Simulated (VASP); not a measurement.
A run of VASP 6.6.1:

The input INCAR:

```
ALGO     = Normal         # electronic algorithm
EDIFF    = 1E-6           # SCF threshold, eV
EDIFFG   = -0.01          # ionic threshold
ENCUT    = 600            # plane-wave cutoff, eV
GGA      = PE             # functional
IBRION   = 2              # ionic algorithm
ISIF     = 3              # what is computed and relaxed
ISMEAR   = 0              # smearing method
LASPH    = T              # aspherical terms in the spheres
LATTICE_CONSTRAINTS= .TRUE. .TRUE. .FALSE.
LCHARG   = F              # write CHGCAR
LREAL    = F              # projectors in reciprocal space
LWAVE    = F              # write WAVECAR
NELM     = 80             # most SCF steps
NSW      = 90             # ionic steps
PREC     = Accurate       # precision mode
SIGMA    = 0.03           # smearing width, eV
```

Contents of KPOINTS:

```
k-points
0
Gamma
  15 15 1
```

File POSCAR:

```
C
1.0
    2.4700000000      0.0000000000      0.0000000000
   -1.2350000000      2.1390827500      0.0000000000
    0.0000000000      0.0000000000     18.0339500000
C
2
Direct
    0.0000000000      0.0000000000      0.4990587200
    0.6666666700      0.3333333300      0.5009412800
```

Potentials or basis: VASP PAW PBE potentials, release 64 (C).

Command:

```sh
$ cat potpaw_PBE.64/C/POTCAR > POTCAR
$ mpirun -np 1 vasp_std > vasp.out
```

Hardware: 1 thread of Intel(R) Xeon(R) Platinum 8259CL CPU @ 2.50GHz (Skylake/Cascade Lake), on a shared host.

Estimate the wall time of this run.

Wall time 71 s on 1 thread of Intel(R) Xeon(R) Platinum 8259CL CPU @ 2.50GHz (Skylake/Cascade Lake) (shared host), peak memory 0.22 GiB. Counts: scf iterations 42, k points 27, ion steps 5.
